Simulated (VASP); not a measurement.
# KBr (Pm-3m) in VASP: notebook

One crystal, KBr, is run at these levels: PW91, TPSS+D4; tasks: relaxation of the atoms, electrostatic potential.

All numbers are computed with VASP 6.6.1; they aren't measurements. Logs are shortened: lines on timing, memory, paths and dates and some standing lists are left out, and cuts for length are marked.

## 1. Starting point

It takes space group Pm-3m (No. 221, cubic). The conventional cell has a = 4.043 Å, b = 4.043 Å, c = 4.043 Å, α = 90.00°, β = 90.00°, γ = 90.00°. Around Br (site symmetry m-3m) lie 8 K at 3.50 Å. K (site symmetry m-3m) is surrounded by 8 Br at 3.50 Å.

Measurements of this composition are mostly on another form, of space group No. 225.

## 2. Relaxation of the atoms, PW91 (atoms moved at random, drawn with an rms of 0.15 Å)

Contents of run.py:

```python
from ase.calculators.vasp import Vasp
from ase.io import read
from ase.optimize import BFGSLineSearch

atoms = read('KBr.cif', primitive_cell=True, subtrans_included=False)
calc = Vasp(
    directory='calc',
    pp='PBE',
    setups='recommended',
    prec='Accurate',
    encut=520,
    ediff=1e-06,
    ismear=0,
    sigma=0.01,
    lreal=False,
    lasph=True,
    nelm=100,
    algo='Normal',
    isif=2,
    lwave=True,
    lcharg=False,
    gga='91',
    kpts=[7, 7, 7],
    gamma=True,
)
atoms.calc = calc
opt = BFGSLineSearch(atoms, trajectory='relax.traj')
converged = opt.run(fmax=0.01, steps=40)
print('converged:', converged)

print('energy (eV):', atoms.get_potential_energy())
print('free energy (eV):', atoms.get_potential_energy(force_consistent=True))
print('forces (eV/A):')
print(atoms.get_forces())
print('stress (eV/A^3, Voigt):', atoms.get_stress())
print('Fermi level (eV):', calc.get_fermi_level())
print('cell (A, degrees):', atoms.cell.cellpar())
print('volume (A^3):', atoms.get_volume())
print('scaled positions:')
print(atoms.get_scaled_positions())
```

Contents of KBr.cif:

```cif
data_KBr
_cell_length_a 4.04349900
_cell_length_b 4.04349900
_cell_length_c 4.04349900
_cell_angle_alpha 90.00000000
_cell_angle_beta 90.00000000
_cell_angle_gamma 90.00000000
_space_group_name_H-M_alt 'P1'
_space_group_name_Hall 'P 1'
_space_group_IT_number 1
loop_
_space_group_symop_operation_xyz
'x,y,z'
loop_
_atom_site_label
_atom_site_type_symbol
_atom_site_symmetry_multiplicity
_atom_site_Wyckoff_symbol
_atom_site_fract_x
_atom_site_fract_y
_atom_site_fract_z
_atom_site_occupancy
Br1 Br 1 a 0.5016190000 0.4840180000 0.4818490000 1
K1 K 1 a 0.9691770000 0.9840840000 0.9913260000 1
```

Potentials or basis: VASP PAW PBE potentials, release 64 (Br, K_sv).

Started as:

```console
$ python run.py
```

What it wrote:

```text
Step[ FC]     Time          Energy          fmax
BFGSLineSearch:    0[  0]       -6.135247       0.0741
BFGSLineSearch:    1[  2]       -6.139223       0.0337
BFGSLineSearch:    2[  3]       -6.140262       0.0010
converged: True
energy (eV): -6.14026186
free energy (eV): -6.14026186
forces (eV/A):
[[-7.2058e-04  9.4100e-06 -6.3315e-04]
 [ 7.2058e-04 -9.4100e-06  6.3315e-04]]
stress (eV/A^3, Voigt): [ 5.91881480e-04  5.88244659e-04  5.91790623e-04 -5.23038465e-09
 -4.25383813e-07 -9.02459805e-08]
Fermi level (eV): -0.7297751
cell (A, degrees): [ 4.043499  4.043499  4.043499 90.       90.       90.      ]
volume (A^3): 66.11074026321032
scaled positions:
[[0.48556708 0.48405858 0.48679283]
 [0.98522892 0.98404342 0.98638217]]
```

OUTCAR:

```text
ENCUT = 520.000000
   EDIFF = 1.00e-06
   GGA = 91
   PREC = Accurate
   ISIF = 2
   ISMEAR = 0
   NELM = 100
   LASPH = .TRUE.
   LREAL = .FALSE.

 ion  position               nearest neighbor table
   1  0.486  0.484  0.487-
   2  0.985  0.984  0.986-

  LATTYP: Found a simple cubic cell.
 ALAT       =     4.0434990000

  Lattice vectors:

 A1 = (   4.0434990000,   0.0000000000,   0.0000000000)
 A2 = (   0.0000000000,   4.0434990000,   0.0000000000)
 A3 = (   0.0000000000,   0.0000000000,   4.0434990000)

Analysis of symmetry for initial positions (statically):
=====================================================================
 Subroutine PRICEL returns:
 Original cell was already a primitive cell.

 Routine SETGRP: Setting up the symmetry group for a
 simple cubic supercell.

 Subroutine GETGRP returns: Found  1 space group operations
 (whereof  1 operations were pure point group operations)
 out of a pool of 48 trial point group operations.

The static configuration has the point symmetry C_1 .

Analysis of symmetry for dynamics (positions and initial velocities):
=====================================================================
 Subroutine PRICEL returns:
 Original cell was already a primitive cell.

 Routine SETGRP: Setting up the symmetry group for a
 simple cubic supercell.

 Subroutine GETGRP returns: Found  1 space group operations
 (whereof  1 operations were pure point group operations)
 out of a pool of 48 trial point group operations.

The dynamic configuration has the point symmetry C_1 .

 Subroutine INISYM returns: Found  1 space group operations
 (whereof  1 operations are pure point group operations),
 and found     1 'primitive' translations

----------------------------------------------------------------------------------------

                                     Primitive cell

  volume of cell :      66.1107

  direct lattice vectors                    reciprocal lattice vectors
     4.043499000  0.000000000  0.000000000     0.247310559  0.000000000  0.000000000
     0.000000000  4.043499000  0.000000000     0.000000000  0.247310559  0.000000000
     0.000000000  0.000000000  4.043499000     0.000000000  0.000000000  0.247310559

  length of vectors
     4.043499000  4.043499000  4.043499000     0.247310559  0.247310559  0.247310559

  position of ions in fractional coordinates (direct lattice)
     0.485567078  0.484058581  0.486792828
     0.985228922  0.984043419  0.986382172

  ion indices of the primitive-cell ions
   primitive index   ion index
                 1           1
                 2           2

----------------------------------------------------------------------------------------

 KPOINTS: KPOINTS created by Atomic Simulation Env

Automatic generation of k-mesh.
 Grid dimensions read from file:
 generate k-points for:    7    7    7

 Generating k-lattice:

  Cartesian coordinates                     Fractional coordinates (reciprocal lattice)
     0.035330080  0.000000000  0.000000000     0.142857143  0.000000000  0.000000000
     0.000000000  0.035330080  0.000000000     0.000000000  0.142857143  0.000000000
     0.000000000  0.000000000  0.035330080     0.000000000  0.000000000  0.142857143

  Length of vectors
     0.035330080  0.035330080  0.035330080

  Shift w.r.t. Gamma in fractional coordinates (k-lattice)
     0.000000000  0.000000000  0.000000000

 Subroutine IBZKPT returns following result:
 ===========================================

 Found    172 irreducible k-points:

 Following reciprocal coordinates:
            Coordinates               Weight
  0.000000  0.000000  0.000000      1.000000
  0.142857  0.000000  0.000000      2.000000
  0.000000  0.142857  0.000000      2.000000
  0.000000  0.000000  0.142857      2.000000
  0.285714  0.000000  0.000000      2.000000
  0.000000  0.285714  0.000000      2.000000
[... 42 lines left out ...]
  0.285714  0.000000  0.428571      2.000000
 -0.285714  0.428571  0.000000      2.000000
 [... further k-points ...]
   k-points           NKPTS =    172   k-points in BZ     NKDIM =    172   number of bands    NBANDS=     12
   number of dos      NEDOS =    301   number of ions     NIONS =      2
   total plane-waves  NPLWV =  27000
   dimension x,y,z NGX =    30 NGY =   30 NGZ =   30
   dimension x,y,z NGXF=    60 NGYF=   60 NGZF=   60
   ions per type =               1   1
   NGX,Y,Z   is equivalent  to a cutoff of  12.33, 12.33, 12.33 a.u.
   NGXF,Y,Z  is equivalent  to a cutoff of  24.67, 24.67, 24.67 a.u.
 SYSTEM =  unknown system
   PREC   = accura    normal or accurate (medium, high low for compatibility)
   ISTART =      1    job   : 0-new  1-cont  2-samecut
   ICHARG =      0    charge: 1-file 2-atom 10-const
   ISPIN  =      1    spin polarized calculation?
   LNONCOLLINEAR =      F non collinear calculations
   LSORBIT =      F    spin-orbit coupling
   LASPH  =      T    aspherical Exc in radial PAW
   ENCUT  =  520.0 eV  38.22 Ry    6.18 a.u.   7.52  7.52  7.52*2*pi/ulx,y,z
   NELM   =    100;   NELMIN=  2; NELMDL=  0     # of ELM steps
   EDIFF  = 0.1E-05   stopping-criterion for ELM
   LREAL  =      F    real-space projection
[... 7 lines left out ...]
   TEBEG  =    0.0;   TEEND  =   0.0 temperature during run
   PSTRESS=    0.0 pullay stress
   NELECT =      16.0000    total number of electrons
   NUPDOWN=      -1.0000    fix difference up-down
   EMIN   =  10.00;   EMAX   =-10.00  energy-range for DOS
   EFERMI =   0.00;   METHOD = LEGACY
   ISMEAR =     0;   SIGMA  =   0.01  broadening in eV -4-tet -1-fermi 0-gaus
   EFERMI_NEDOS =   21; number of points for ismear=-14 and -15
   IALGO  =     38    algorithm
   IMIX   =      4    mixing-type and parameters
     AMIX     =   0.40;   BMIX     =  1.00
     AMIX_MAG =   1.60;   BMIX_MAG =  1.00
  volume/ion in A,a.u.               =      33.06       223.07
  Fermi-wavevector in a.u.,A,eV,Ry     =   1.020213  1.927923 14.161412  1.040834
  Thomas-Fermi vector in A             =   2.153770
   LORBIT       =      0    0 simple, 1 ext, 2 COOP (PROOUT), +10 PAW based schemes
   GGA     = 91    functional components
   LHFCALC =     F    Hartree Fock is set to
   AEXX    =    0.0000 exact exchange contribution
   IVDW    =     0    specifies the selected vdW correction
   LEPSILON=     F    determine dielectric tensor
   LRPA    =     F    only Hartree local field effects (RPA)
 non-spin polarized calculation
 Gauss-broadening in eV      SIGMA  =   0.01
  energy-cutoff  :      520.00
  volume of cell :       66.11
 maximum number of plane-waves:      1806
 NGX is ok and might be reduce to    30
   NGX = 15   NGY = 15   NGZ = 15

 number of electron      16.0000000 magnetization

 Free energy of the ion-electron system (eV)
  ---------------------------------------------------
  ext. energy  EPLUGINS =         0.00000000
  ---------------------------------------------------
  free energy    TOTEN  =        -6.14026186 eV

  energy without entropy =       -6.14026186  energy(sigma->0) =       -6.14026186

 E-fermi :  -0.7298     XC(G=0):  -7.8746

 val. band max:       -0.8392421262   @ k =   0.0000  -0.4286   0.4286
 cond. band min:       3.0649367802   @ k =   0.0000   0.0000   0.0000
 fundamental gap:      3.9041789063
 Fermi energy:        -0.7297751006

 k-point     1 :       0.0000    0.0000    0.0000
  band No.  band energies     occupation
      1     -29.4319      2.00000
      2     -13.5668      2.00000
      3     -12.9137      2.00000
      4     -12.9137      2.00000
      5     -12.9137      2.00000
      6      -1.0756      2.00000
      7      -1.0756      2.00000
      8      -1.0756      2.00000
      9       3.0649      0.00000
     10       5.0463      0.00000
     11       5.0463      0.00000
     12       8.8249      0.00000
[... 571 lines left out ...]
 k-point    40 :       0.1429    0.4286    0.0000
  band No.  band energies     occupation
      1     -29.4206      2.00000
      2     -13.6936      2.00000
      3     -12.9285      2.00000
      4     -12.8928      2.00000
      5     -12.7430      2.00000
      6      -2.5998      2.00000
      7      -1.3142      2.00000
      8      -1.0098      2.00000
      9       5.6118      0.00000
     10       6.0725      0.00000
     11       6.9172      0.00000
     12       8.1950      0.00000

 [... further k-points ...]

------------------------ aborting loop because EDIFF is reached ----------------------------------------

  FORCE on cell =-STRESS in cart. coord.  units (eV):
  Direction    XX          YY          ZZ          XY          YZ          ZX
  --------------------------------------------------------------------------------------
  -------------------------------------------------------------------------------------
  Total       -0.0391297     -0.0388893     -0.0391237      0.0000060      0.0000003      0.0000281
  in kB       -0.9482987     -0.9424718     -0.9481531      0.0001447      0.0000083      0.0006815
  external PRESSURE =      -0.9463079 kB  Pullay stress =       0.0000000 kB

 VOLUME and BASIS-vectors are now :
 -----------------------------------------------------------------------------
  energy-cutoff  :      520.00
  volume of cell :       66.11
      direct lattice vectors                 reciprocal lattice vectors
     4.043499000  0.000000000  0.000000000     0.247310559  0.000000000  0.000000000
     0.000000000  4.043499000  0.000000000     0.000000000  0.247310559  0.000000000
     0.000000000  0.000000000  4.043499000     0.000000000  0.000000000  0.247310559

 POSITION                                       TOTAL-FORCE (eV/Angst)
 -----------------------------------------------------------------------------------
      1.96339      1.95729      1.96835        -0.000721      0.000009     -0.000633
      3.98377      3.97898      3.98844         0.000721     -0.000009      0.000633
 -----------------------------------------------------------------------------------
    total drift:                                0.000288      0.000031      0.000076

  FREE ENERGIE OF THE ION-ELECTRON SYSTEM (eV)
  ---------------------------------------------------
  free  energy   TOTEN  =        -6.1402618556 eV

  energy  without entropy=       -6.1402618556  energy(sigma->0) =       -6.14026186
```

INCAR:

```text
ENCUT = 520.000000
SIGMA = 0.010000
EDIFF = 1.00e-06
ALGO = Normal
GGA = 91
PREC = Accurate
ISIF = 2
ISMEAR = 0
NELM = 100
LASPH = .TRUE.
LCHARG = .FALSE.
LWAVE = .TRUE.
LREAL = .FALSE.
```

It took 2.3 min on 1 thread of Intel Xeon 6975P-C (Granite Rapids), shared host; peak memory 0.27 GiB.

What came out:

| Item | Value |
| --- | --- |
| Free energy | -6.1403 eV |
| Energy gained by relaxing | 2.5 meV/atom |
| Ionic steps | 3 |
| Pressure after relaxing | -0.1 GPa |
| Band gap on the k mesh | 3.90 eV, indirect (least direct gap 4.14 eV) |

The path:
| step | energy change (eV) | largest force (eV/Å) | pressure (GPa) |
| --- | --- | --- | --- |
| 1 | 0.0000 | 0.0741 | -0.01 |
| 2 | -0.0040 | 0.0337 | -0.08 |
| 3 | -0.0050 | 0.0010 | -0.09 |

Final structure:
```cif
data_structure
_symmetry_space_group_name_H-M 'P 1'
_symmetry_Int_Tables_number 1
_cell_length_a 4.0435
_cell_length_b 4.0435
_cell_length_c 4.0435
_cell_angle_alpha 90.000
_cell_angle_beta 90.000
_cell_angle_gamma 90.000
_cell_volume 66.11
loop_
_atom_site_label
_atom_site_type_symbol
_atom_site_fract_x
_atom_site_fract_y
_atom_site_fract_z
_atom_site_occupancy
Br1 Br 0.48557 0.48406 0.48679 1
K1 K 0.98523 0.98404 0.98638 1
```

Levels at points of the mesh, in eV from the valence-band top:
| k point | band 5 | band 6 | band 7 | band 8 | band 9 | band 10 | band 11 | band 12 |
| --- | --- | --- | --- | --- | --- | --- | --- | --- |
| (0.00, 0.00, 0.00) | -12.07 | -0.24 | -0.24 | -0.24 | 3.90 | 5.89 | 5.89 | 9.66 |

Caveat: the PAW data sets were made with another functional, which shifts forces and pressure a little; an odd mesh through Γ misses points on the zone boundary, where band edges often lie.

## 3. Electrostatic potential, TPSS+D4

Contents of INCAR:

```
PREC     = Accurate       # precision mode
ENCUT    = 520            # plane-wave cutoff, eV
EDIFF    = 1E-7           # SCF threshold, eV
ISMEAR   = 0              # smearing method
SIGMA    = 0.5            # smearing width, eV
LREAL    = False          # projectors in reciprocal space
LASPH    = True           # aspherical terms in the spheres
NELM     = 80             # most SCF steps
ALGO     = Normal         # electronic algorithm
ISIF     = 2              # what is computed and relaxed
LWAVE    = False          # write WAVECAR
LCHARG   = True           # write CHGCAR
METAGGA  = TPSS           # meta-GGA
LMIXTAU  = True         
IVDW     = 13             # dispersion correction
LVHAR    = True         
NELMIN   = 8
```

Contents of KBr.cif:

```cif
data_KBr
_cell_length_a 4.04349900
_cell_length_b 4.04349900
_cell_length_c 4.04349900
_cell_angle_alpha 90.00000000
_cell_angle_beta 90.00000000
_cell_angle_gamma 90.00000000
_space_group_name_H-M_alt 'Pm-3m'
_space_group_name_Hall '-P 4 2 3'
_space_group_IT_number 221
loop_
_space_group_symop_operation_xyz
'x,y,z'
'-x,-y,-z'
'-y,x,z'
'y,-x,-z'
'-x,-y,z'
'x,y,-z'
'y,-x,z'
'-y,x,-z'
'x,-y,-z'
'-x,y,z'
'-y,-x,-z'
'y,x,z'
'-x,y,-z'
'x,-y,z'
'y,x,-z'
'-y,-x,z'
'z,x,y'
'-z,-x,-y'
'z,-y,x'
'-z,y,-x'
'z,-x,-y'
'-z,x,y'
'z,y,-x'
'-z,-y,x'
'-z,x,-y'
'z,-x,y'
'-z,-y,-x'
'z,y,x'
'-z,-x,y'
'z,x,-y'
'-z,y,x'
'z,-y,-x'
'y,z,x'
'-y,-z,-x'
'x,z,-y'
'-x,-z,y'
'-y,z,-x'
'y,-z,x'
'-x,z,y'
'x,-z,-y'
'-y,-z,x'
'y,z,-x'
'-x,-z,-y'
'x,z,y'
'y,-z,-x'
'-y,z,x'
'x,-z,y'
'-x,z,-y'
loop_
_atom_site_label
_atom_site_type_symbol
_atom_site_symmetry_multiplicity
_atom_site_Wyckoff_symbol
_atom_site_fract_x
_atom_site_fract_y
_atom_site_fract_z
_atom_site_occupancy
Br1 Br 1 b 0.5000000000 0.5000000000 0.5000000000 1
K1 K 1 a 0.0000000000 0.0000000000 0.0000000000 1
```

Contents of KPOINTS:

```
regular mesh
0
Gamma
  7 7 7
```

Contents of POSCAR:

```
Br K 
 1.0000000000000000
     4.0434989999999997    0.0000000000000000    0.0000000000000000
     0.0000000000000000    4.0434989999999997    0.0000000000000000
     0.0000000000000000    0.0000000000000000    4.0434989999999997
 Br  K  
   1   1
Cartesian
  2.0217494999999999  2.0217494999999999  2.0217494999999999
  0.0000000000000000  0.0000000000000000  0.0000000000000000
```

Potentials or basis: VASP PAW PBE potentials, release 64 (Br, K_sv).

Started as:

```console
$ ase convert -i cif -o vasp KBr.cif POSCAR
$ cat potpaw_PBE.64/Br/POTCAR potpaw_PBE.64/K_sv/POTCAR > POTCAR
$ mpirun -np 1 vasp_std > vasp.out
```

Run time: 44 s. Hardware: 1 thread of Intel Xeon 6975P-C (Granite Rapids), shared host; peak memory 0.17 GiB.

These settings aren't checked as converged (typed here: ISMEAR = 0; SIGMA = 0.5; NELMIN = 8): the numbers below hold their error.

Results:

```yaml
Free_energy: -21.3025 eV
Pressure: -0.9 GPa
Band_gap_on_the_k_mesh: 4.25 eV, indirect (least direct gap 4.49 eV)
Dispersion_energy_per_atom: -0.181 eV
```

Caveat: the PAW data sets were made with another functional, which shifts forces and pressure a little; an odd mesh through Γ misses points on the zone boundary, where band edges often lie.

## 4. The reference run

An earlier run on the cell as given: functional PBE; potentials or basis VASP PAW PBE potentials, release 64 (Br, K_sv); cutoff 520 eV; k mesh 7 × 7 × 7; occupations fermi-dirac, width 0.05 eV; no spin polarisation.

* Pressure: 0.0 GPa
* Band gap on the k mesh: 3.89 eV, indirect (least direct gap 4.12 eV)
